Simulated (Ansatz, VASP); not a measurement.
**Cross-check of ZnSe (Stilleite) between VASP and Ansatz**

Aim: how closely do two programs agree when they are given the same cell, functional and k mesh? The cell is taken from a series of runs on this material, whose earlier steps may have relaxed, scaled, displaced or heated it; both programs get it as it stands.

Method: plane waves, with VASP 6.6.1 beside it; zone-centre phonons at LDA, in Ansatz 0.2.0.

### 1. Starting point

Symmetry: I-4m2, No. 119, tetragonal system. The conventional cell has a = 3.998 Å, b = 3.998 Å, c = 5.345 Å, α = 90.00°, β = 90.00°, γ = 90.00°. Zn has 4 Se at 2.40 Å nearest. Se has 4 Zn at 2.40 Å nearest. Farther neighbours and most contacts between anions are not listed.

Structure file:

```cif
data_structure
_symmetry_space_group_name_H-M 'P 1'
_symmetry_Int_Tables_number 1
_cell_length_a 3.8902
_cell_length_b 3.8902
_cell_length_c 3.9981
_cell_angle_alpha 59.078
_cell_angle_beta 59.078
_cell_angle_gamma 61.843
_cell_volume 42.72
loop_
_atom_site_label
_atom_site_type_symbol
_atom_site_fract_x
_atom_site_fract_y
_atom_site_fract_z
_atom_site_occupancy
Zn1 Zn 0.00000 0.00000 0.00000 1
Se2 Se 0.75000 0.75000 0.75000 1
```

### 2. VASP: zone-centre phonons, LDA

Second derivatives magnify differences that forces hide, and they need a tight electronic threshold.

Lines of VASP's logs that name or quote its potential files are left out, and so is its time.

INCAR

```
SYSTEM = ZnSe
PREC = Accurate
ENCUT = 500
EDIFF = 1E-08
NELM = 120
ISMEAR = 0
SIGMA = 0.01
LREAL = .FALSE.
ALGO = Normal
GGA = CA
NBANDS = 15
LORBIT = 11
LWAVE = .FALSE.
LCHARG = .FALSE.
ISIF = 2
IBRION = 8
LEPSILON = .TRUE.
LASPH = .TRUE.
GGA_COMPAT = .FALSE.
EFERMI = MIDGAP
KPAR = 2
```

POSCAR

```
ZnSe
1.0
    0.0000000000      2.8270822894      2.6723284084
    2.8270822894      0.0000000000      2.6723284084
    2.8270822894      2.8270822894      0.0000000000
Zn Se
1 1
Direct
    0.0000000000      0.0000000000      0.0000000000
    0.7500000000      0.7500000000      0.7500000000
```

KPOINTS

```
Automatic mesh
0
Gamma
12 12 12
0 0 0
```

Potentials, in the order of the species: Zn and Se (LDA family, release 64).

Run with:

```bash
> mpirun -np 2 vasp_std
```

Numbers of over 12 decimals in the logs are rounded to 6 here.

What it wrote:

```text
[banner, memory and clock lines left out]
running    2 mpi-ranks, on    1 nodes
 distrk:  each k-point on    1 cores,    2 groups
 distr:  one band on    1 cores,    1 groups

 POSCAR found type information on POSCAR ZnSe
 POSCAR found :  2 types and       2 ions
 LDA part: xc-table for (Slater(with rela. corr.)+CA(PZ))
 , standard interpolation
 POSCAR, INCAR and KPOINTS ok, starting setup
 FFT: planning ... GRIDC
 FFT: planning ... GRID_SOFT
 FFT: planning ... GRID
 WAVECAR not read
 entering main loop
       N       E                     dE             d eps       ncg     rms          rms(c)
DAV:   1     0.845946569073E+02    0.84595E+02   -0.86934E+03  4890   0.136E+03
DAV:   2    -0.240469728594E+01   -0.86999E+02   -0.82154E+02  5499   0.256E+02
DAV:   3    -0.763175601270E+01   -0.52271E+01   -0.52070E+01  5919   0.630E+01
DAV:   4    -0.767522332068E+01   -0.43467E-01   -0.43463E-01  5835   0.616E+00
DAV:   5    -0.767544669283E+01   -0.22337E-03   -0.22337E-03  6192   0.405E-01    0.539E+00
DAV:   6    -0.739256915269E+01    0.28288E+00   -0.59846E-01  7019   0.276E+01    0.406E+00
DAV:   7    -0.736582373186E+01    0.26745E-01   -0.16886E-01  5793   0.418E+00    0.167E+00
DAV:   8    -0.736134787048E+01    0.44759E-02   -0.36620E-03  7353   0.863E-01    0.434E-01
DAV:   9    -0.736077671954E+01    0.57115E-03   -0.97725E-04  5793   0.270E-01    0.593E-02
DAV:  10    -0.736079462909E+01   -0.17910E-04   -0.12853E-04  6178   0.128E-01    0.192E-02
DAV:  11    -0.736078653760E+01    0.80915E-05   -0.17251E-05  7376   0.694E-02    0.474E-03
DAV:  12    -0.736078656058E+01   -0.22982E-07   -0.28296E-06  5821   0.129E-02    0.126E-03
DAV:  13    -0.736078658470E+01   -0.24118E-07   -0.10905E-07  6094   0.269E-03    0.476E-04
DAV:  14    -0.736078658574E+01   -0.10425E-08   -0.10633E-09  3502   0.481E-04
   1 F= -.73607866E+01 E0= -.73607866E+01  d E =0.000000E+00
 Linear response reoptimize wavefunctions to high precision
DAV:   1    -0.736078658476E+01    0.98180E-09   -0.14797E-09  4573   0.759E-04
DAV:   2    -0.736078658481E+01   -0.58208E-10   -0.41600E-10  2879   0.149E-04
 Linear response G [H, r] |phi>, progress :
  Direction:   1
       N       E                     dE             d eps       ncg     rms
RMM:   1    -0.498389870179E+02   -0.49839E+02    0.20335E+02  8076   0.715E+01
RMM:   2    -0.531316026640E+02   -0.32926E+01   -0.10117E+01  8286   0.242E+01
RMM:   3    -0.532820820991E+02   -0.15048E+00   -0.46296E-01  8767   0.512E+00
RMM:   4    -0.532902929162E+02   -0.82108E-02   -0.25182E-02  9158   0.100E+00
RMM:   5    -0.532904711706E+02   -0.17825E-03   -0.21765E-03  9289   0.255E-01
RMM:   6    -0.532905181207E+02   -0.46950E-04   -0.17207E-04  9435   0.692E-02
RMM:   7    -0.532905257580E+02   -0.76373E-05   -0.31890E-05  9423   0.217E-02
RMM:   8    -0.532905281361E+02   -0.23780E-05   -0.16822E-05  8344   0.743E-03
RMM:   9    -0.532905290285E+02   -0.89249E-06   -0.39168E-06  7409   0.277E-03
RMM:  10    -0.532905291814E+02   -0.15287E-06   -0.68165E-05  6819   0.125E-03
RMM:  11    -0.532905285837E+02    0.59770E-06   -0.34207E-05  5979   0.676E-04
RMM:  12    -0.532905297466E+02   -0.11629E-05   -0.73982E-05  5431   0.480E-04
RMM:  13    -0.532905290508E+02    0.69578E-06   -0.38004E-05  4890   0.436E-04
RMM:  14    -0.532905294912E+02   -0.44039E-06   -0.43532E-05  4424   0.377E-04
RMM:  15    -0.532905284197E+02    0.10715E-05   -0.93777E-05  4019   0.400E-04
RMM:  16    -0.532905285577E+02   -0.13803E-06   -0.17094E-05  3723   0.370E-04
RMM:  17    -0.532905309462E+02   -0.23885E-05   -0.10593E-04  3444   0.382E-04
 Linear response G [H, r] |phi>, progress :
  Direction:   2
       N       E                     dE             d eps       ncg     rms
RMM:   1    -0.468743688782E+02   -0.46874E+02    0.21886E+02  8007   0.722E+01
RMM:   2    -0.504679867387E+02   -0.35936E+01   -0.88420E+00  8237   0.232E+01
RMM:   3    -0.506195542709E+02   -0.15157E+00   -0.36190E-01  8729   0.465E+00
RMM:   4    -0.506260503721E+02   -0.64961E-02   -0.20555E-02  9218   0.924E-01
RMM:   5    -0.506262654202E+02   -0.21505E-03   -0.13828E-03  9285   0.230E-01
RMM:   6    -0.506263247841E+02   -0.59364E-04   -0.12625E-04  9457   0.619E-02
RMM:   7    -0.506263312520E+02   -0.64679E-05   -0.38977E-06  9432   0.196E-02
RMM:   8    -0.506263340503E+02   -0.27983E-05   -0.33380E-05  8322   0.672E-03
RMM:   9    -0.506263345210E+02   -0.47077E-06   -0.37783E-04  7344   0.268E-03
RMM:  10    -0.506263349066E+02   -0.38552E-06   -0.31523E-04  6773   0.133E-03
RMM:  11    -0.506263346056E+02    0.30092E-06   -0.31322E-04  5962   0.856E-04
RMM:  12    -0.506263351838E+02   -0.57818E-06   -0.34423E-04  5425   0.693E-04
RMM:  13    -0.506263342718E+02    0.91205E-06   -0.27362E-04  4958   0.638E-04
RMM:  14    -0.506263351161E+02   -0.84432E-06   -0.28623E-04  4493   0.619E-04
RMM:  15    -0.506263345103E+02    0.60575E-06   -0.25866E-04  4135   0.615E-04
[...]
RMM:   7    -0.815295857789E+00    0.10264E-06   -0.44453E-07  5625   0.956E-04
RMM:   8    -0.815295879603E+00   -0.21814E-07   -0.38316E-07  5639   0.379E-04
RMM:   9    -0.815295853317E+00    0.26286E-07   -0.34747E-08  5023   0.178E-04
RMM:  10    -0.815295858592E+00   -0.52751E-08   -0.67749E-08  4170   0.909E-05
 change of polarisation eV/A/(eV/A) component  3 :     0.619    -0.392     1.631
[...]
Direction:   3
       N       E                     dE             d eps       ncg     rms          rms(c)
RMM:   1    -0.751978134594E+00   -0.75198E+00   -0.30588E+00 11508   0.361E+00
RMM:   2    -0.814876010070E+00   -0.62898E-01   -0.14179E-02 14741   0.700E-01    0.136E+00
RMM:   3    -0.778964410007E+00    0.35912E-01   -0.21499E-02 13928   0.814E-01    0.738E-01
RMM:   4    -0.792735352705E+00   -0.13771E-01   -0.25552E-02 14779   0.861E-01    0.138E-01
RMM:   5    -0.800083375281E+00   -0.73480E-02   -0.10877E-03 14628   0.181E-01    0.280E-02
RMM:   6    -0.800871907261E+00   -0.78853E-03   -0.61771E-05 14106   0.462E-02    0.160E-02
RMM:   7    -0.801096363270E+00   -0.22446E-03   -0.57733E-06 14926   0.130E-02    0.114E-03
RMM:   8    -0.801114471038E+00   -0.18108E-04   -0.11480E-06 14739   0.244E-03    0.727E-04
RMM:   9    -0.801112731176E+00    0.17399E-05   -0.70870E-07 15335   0.837E-04    0.764E-05
RMM:  10    -0.801114627732E+00   -0.18966E-05   -0.12657E-07 12467   0.228E-04    0.443E-05
RMM:  11    -0.801114920109E+00   -0.29238E-06   -0.18616E-08 10850   0.107E-04    0.524E-06
 change of polarisation eV/A/(eV/A) component  3 :     0.514     0.066     1.516
 dielectric tensor                  component  3 :     2.177     0.280     7.421
 Linear response DOF=           4
 Linear response progress:
  Degree of freedom:   1/  4
       N       E                     dE             d eps       ncg     rms          rms(c)
RMM:   1    -0.213026524961E+00   -0.21303E+00   -0.83062E-03 19985   0.207E+00
RMM:   2    -0.211107747378E+00    0.19188E-02   -0.26490E-03 22824   0.399E-01    0.921E-02
RMM:   3    -0.210877519468E+00    0.23023E-03   -0.38168E-05 25920   0.495E-02    0.553E-02
RMM:   4    -0.210599396618E+00    0.27812E-03   -0.16352E-05 26845   0.282E-02    0.270E-03
RMM:   5    -0.210616589462E+00   -0.17193E-04   -0.54123E-07 27595   0.515E-03    0.811E-04
RMM:   6    -0.210615968146E+00    0.62132E-06   -0.36795E-08 27981   0.101E-03    0.321E-04
RMM:   7    -0.210615758099E+00    0.21005E-06   -0.91366E-09 27755   0.302E-04    0.351E-05
RMM:   8    -0.210615404847E+00    0.35325E-06   -0.11808E-09 27578   0.102E-04    0.105E-05
RMM:   9    -0.210615400675E+00    0.41723E-08   -0.44830E-10 28587   0.362E-05    0.357E-06
 first order change of Fermi-energy  -0.12876E-04
 force on displaced ion       1 direction 1 :  -6.585   0.000   0.000
 Born effective charge ion    1 direction 1 :   2.017   0.000   0.000
 Linear response progress:
  Degree of freedom:   2/  4
       N       E                     dE             d eps       ncg     rms          rms(c)
RMM:   1    -0.212567323258E+00   -0.21257E+00   -0.51488E-03 11771   0.208E+00
RMM:   2    -0.210830206204E+00    0.17371E-02   -0.23885E-03 13287   0.382E-01    0.885E-02
RMM:   3    -0.210594789591E+00    0.23542E-03   -0.37958E-05 15156   0.484E-02    0.533E-02
RMM:   4    -0.210311738450E+00    0.28305E-03   -0.18190E-05 15388   0.300E-02    0.296E-03
RMM:   5    -0.210329638274E+00   -0.17900E-04   -0.66562E-07 16081   0.576E-03    0.873E-04
RMM:   6    -0.210327747463E+00    0.18908E-05   -0.33578E-08 16424   0.107E-03    0.336E-04
RMM:   7    -0.210327420910E+00    0.32655E-06   -0.61011E-09 16230   0.315E-04    0.337E-05
RMM:   8    -0.210327162051E+00    0.25886E-06   -0.25296E-10 16113   0.963E-05    0.120E-05
RMM:   9    -0.210327188410E+00   -0.26359E-07    0.12841E-11 16585   0.364E-05    0.355E-06
RMM:  10    -0.210327179690E+00    0.87200E-08    0.18065E-10 15097   0.150E-05    0.181E-06
 first order change of Fermi-energy  -0.66713E-04
 force on displaced ion       1 direction 3 :   0.000   0.000  -6.261
 Born effective charge ion    1 direction 3 :   0.000   0.000   1.843
 Linear response progress:
  Degree of freedom:   3/  4
       N       E                     dE             d eps       ncg     rms          rms(c)
RMM:   1    -0.825558959355E-01   -0.82556E-01    0.10679E-01 34716   0.178E+00
RMM:   2    -0.819130355265E-01    0.64286E-03   -0.32836E-03 22512   0.517E-01    0.125E-01
RMM:   3    -0.820920558291E-01   -0.17902E-03   -0.18998E-04 25237   0.108E-01    0.682E-02
RMM:   4    -0.823943448882E-01   -0.30229E-03   -0.45574E-05 25463   0.473E-02    0.851E-03
RMM:   5    -0.823995379819E-01   -0.51931E-05   -0.14965E-06 25669   0.959E-03    0.403E-03
RMM:   6    -0.823906290536E-01    0.89089E-05   -0.13049E-07 25631   0.253E-03    0.186E-03
RMM:   7    -0.823860218341E-01    0.46072E-05   -0.40653E-08 25702   0.976E-04    0.365E-04
RMM:   8    -0.823881173807E-01   -0.20955E-05   -0.65650E-09 26376   0.323E-04    0.532E-05
RMM:   9    -0.823882916648E-01   -0.17428E-06    0.60074E-10 26858   0.104E-04    0.143E-05
RMM:  10    -0.823881997004E-01    0.91964E-07    0.67623E-10 26696   0.261E-05    0.434E-06
RMM:  11    -0.823882105615E-01   -0.10861E-07    0.28591E-10 23198   0.107E-05    0.229E-06
RMM:  12    -0.823882149980E-01   -0.44365E-08    0.39850E-10 15332   0.569E-06    0.239E-07
 first order change of Fermi-energy   0.12105E-03
 force on displaced ion       2 direction 1 :  -6.633  -0.000   0.000
 Born effective charge ion    2 direction 1 :  -2.022   0.000   0.000
 Linear response progress:
  Degree of freedom:   4/  4
       N       E                     dE             d eps       ncg     rms          rms(c)
RMM:   1    -0.823063078852E-01   -0.82306E-01    0.10143E-01 20044   0.176E+00
RMM:   2    -0.816719684066E-01    0.63434E-03   -0.32854E-03 13335   0.506E-01    0.119E-01
RMM:   3    -0.818326897785E-01   -0.16072E-03   -0.17615E-04 14680   0.103E-01    0.656E-02
RMM:   4    -0.821156528596E-01   -0.28296E-03   -0.36850E-05 14903   0.429E-02    0.791E-03
RMM:   5    -0.821250617849E-01   -0.94089E-05   -0.11685E-06 15025   0.787E-03    0.386E-03
RMM:   6    -0.821159769808E-01    0.90848E-05   -0.86828E-08 14874   0.201E-03    0.139E-03
RMM:   7    -0.821125017307E-01    0.34753E-05   -0.19814E-08 15018   0.741E-04    0.249E-04
RMM:   8    -0.821142461987E-01   -0.17445E-05   -0.12842E-08 15423   0.238E-04    0.313E-05
RMM:   9    -0.821143500841E-01   -0.10389E-06   -0.77184E-09 15413   0.761E-05    0.918E-06
RMM:  10    -0.821142609599E-01    0.89124E-07   -0.61047E-09 15310   0.212E-05    0.269E-06
RMM:  11    -0.821142667334E-01   -0.57735E-08   -0.63280E-09 13586   0.877E-06    0.167E-06
 first order change of Fermi-energy   0.74623E-03
 force on displaced ion       2 direction 3 :   0.000   0.000  -6.329
 Born effective charge ion    2 direction 3 :   0.000   0.000  -1.848
 Born effective charges drift removed
 Linear response finished
```

OUTCAR, selected parts (step 2):

```text
ion  position               nearest neighbor table
   1  0.000  0.000  0.000-   2 2.40   2 2.40   2 2.40   2 2.40
   2  0.750  0.750  0.750-   1 2.40   1 2.40   1 2.40   1 2.40

  LATTYP: Found a body centered tetragonal cell.
 ALAT       =     3.9980981156
 C/A-ratio  =     1.3367998139

 Subroutine GETGRP returns: Found  8 space group operations
 (whereof  8 operations were pure point group operations)

The static configuration has the point symmetry D_2d.

 Found    163 irreducible k-points:

   k-points           NKPTS =    163   k-points in BZ     NKDIM =    163   number of bands    NBANDS=     15

   dimension x,y,z NGX =    28 NGY =   28 NGZ =   30
   dimension x,y,z NGXF=    56 NGYF=   56 NGZF=   60

   ENCUT  =  500.0 eV  36.75 Ry    6.06 a.u.   7.09  7.09  7.29*2*pi/ulx,y,z

   NELECT =      18.0000    total number of electrons

 k-points in reciprocal lattice and weights: Automatic mesh
   0.00000000  0.00000000  0.00000000       0.001
   0.08333333  0.00000000  0.00000000       0.005
   0.16666667  0.00000000  0.00000000       0.005
   0.25000000  0.00000000  0.00000000       0.005
   0.33333333  0.00000000  0.00000000       0.005
   0.41666667  0.00000000  0.00000000       0.005
   0.50000000  0.00000000  0.00000000       0.002
   0.08333333  0.08333333  0.00000000       0.001
   0.16666667  0.08333333  0.00000000       0.005
[...]
-0.33333333  0.16666667  0.50000000       0.002
  -0.25000000  0.25000000  0.50000000       0.001

 average (electrostatic) potential at core
       1 -37.7949       2 -61.7316

  Total        0.1070467      0.1070467      0.6119520      0.0000000      0.0000000      0.0000000
  in kB        4.0150148      4.0150148     22.9525630      0.0000000      0.0000000      0.0000000
  external PRESSURE =      10.3275309 kB  Pullay stress =       0.0000000 kB

  energy-cutoff  :      500.00
  volume of cell :       42.72
      direct lattice vectors                 reciprocal lattice vectors
     0.000000000  2.827082289  2.672328408    -0.176860787  0.176860787  0.187102752
     2.827082289  0.000000000  2.672328408     0.176860787 -0.176860787  0.187102752
     2.827082289  2.827082289  0.000000000     0.176860787  0.176860787 -0.187102752

 POSITION                                       TOTAL-FORCE (eV/Angst)
 -----------------------------------------------------------------------------------
      0.00000      0.00000      0.00000         0.000000      0.000000      0.000000
      4.24062      4.24062      4.00849        -0.000000     -0.000000     -0.000000
 -----------------------------------------------------------------------------------
    total drift:                                0.000006      0.000006      0.000008

 MACROSCOPIC STATIC DIELECTRIC TENSOR (including local field effects in DFT)
 ------------------------------------------------------
           7.589707     0.000000     0.000000
           0.000000     7.589707    -0.000000
           0.000000    -0.000000     7.420701
 ------------------------------------------------------

 PIEZOELECTRIC TENSOR (including local field effects)  for field in x, y, z        (C/m^2)
          XX          YY          ZZ          XY          YZ          ZX
  --------------------------------------------------------------------------------
  x     0.00000     0.00000    -0.00000     0.00000     0.65629     0.00000
  y     0.00000     0.00000    -0.00000     0.00000     0.00000     0.65629
  z     0.00000     0.00000     0.00000     0.72903     0.00000     0.00000

 BORN EFFECTIVE CHARGES (including local field effects) (in |e|, cummulative output)
 ---------------------------------------------------------------------------------
 ion    1
    1     2.01971     0.00000     0.00000
    2     0.00000     2.01971     0.00000
    3     0.00000     0.00000     1.84550
 ion    2
    1    -2.01971     0.00000     0.00000
    2     0.00000    -2.01971     0.00000
    3     0.00000     0.00000    -1.84550

 Eigenvectors and eigenvalues of the dynamical matrix
 ----------------------------------------------------

   1 f  =    6.719057 THz    42.217082 2PiTHz  224.123625 cm-1    27.787775 meV
             X         Y         Z           dx          dy          dz
      0.000000  0.000000  0.000000     0.000000    0.738380    0.000000
      4.240623  4.240623  4.008493     0.000000   -0.674385    0.000000

   2 f  =    6.719057 THz    42.217082 2PiTHz  224.123625 cm-1    27.787775 meV
             X         Y         Z           dx          dy          dz
      0.000000  0.000000  0.000000     0.738380    0.000000    0.000000
      4.240623  4.240623  4.008493    -0.674385    0.000000    0.000000

   3 f  =    6.556579 THz    41.196201 2PiTHz  218.703934 cm-1    27.115820 meV
             X         Y         Z           dx          dy          dz
      0.000000  0.000000  0.000000     0.000000    0.000000    0.737776
      4.240623  4.240623  4.008493     0.000000    0.000000   -0.675045

   4 f/i=    0.012142 THz     0.076292 2PiTHz    0.405024 cm-1     0.050217 meV
             X         Y         Z           dx          dy          dz
      0.000000  0.000000  0.000000    -0.674385    0.000000    0.000000
      4.240623  4.240623  4.008493    -0.738380    0.000000    0.000000

   5 f/i=    0.012142 THz     0.076292 2PiTHz    0.405024 cm-1     0.050217 meV
             X         Y         Z           dx          dy          dz
      0.000000  0.000000  0.000000     0.000000   -0.674385    0.000000
      4.240623  4.240623  4.008493     0.000000   -0.738380    0.000000

   6 f/i=    0.017711 THz     0.111282 2PiTHz    0.590777 cm-1     0.073247 meV
             X         Y         Z           dx          dy          dz
      0.000000  0.000000  0.000000     0.000000    0.000000   -0.675045
      4.240623  4.240623  4.008493     0.000000    0.000000   -0.737776

 MACROSCOPIC STATIC DIELECTRIC TENSOR IONIC CONTRIBUTION
 ------------------------------------------------------
           2.614456     0.000000     0.000000
           0.000000     2.614456     0.000000
           0.000000     0.000000     2.292013
 ------------------------------------------------------

 ELASTIC MODULI CONTR FROM IONIC RELAXATION (kBar)
 Direction    XX          YY          ZZ          XY          YZ          ZX
 --------------------------------------------------------------------------------
 XX           0.0000      0.0000      0.0000      0.0000      0.0000      0.0000
 YY           0.0000      0.0000      0.0000      0.0000      0.0000      0.0000
 ZZ           0.0000      0.0000      0.0000      0.0000      0.0000      0.0000
 XY           0.0000      0.0000      0.0000   -248.5361     -0.0000     -0.0000
 YZ           0.0000      0.0000      0.0000     -0.0000   -260.5473      0.0000
 ZX           0.0000      0.0000      0.0000     -0.0000      0.0000   -243.8745
 --------------------------------------------------------------------------------

 PIEZOELECTRIC TENSOR IONIC CONTR  for field in x, y, z        (C/m^2)
          XX          YY          ZZ          XY          YZ          ZX
  --------------------------------------------------------------------------------
  x     0.00000     0.00000     0.00000    -0.00000    -0.77662    -0.00000
  y     0.00000     0.00000     0.00000    -0.00000     0.00000    -0.75136
  z     0.00000     0.00000     0.00000    -0.71019    -0.00000    -0.00000
```

[end of part 1 of 2]

[Lines on the potential files, build, host, timing and source positions are cut from VASP's logs without a mark.]

[Logs are printed without paths, hosts, clocks, repeated set-up lines and the standing remarks that a program may print on its own settings, such as how far it seeks lower states.]

[Hosts, paths, dates, database ids (printed as entryN), source tags and the programs' standing remarks are cut or masked in the printed files.]
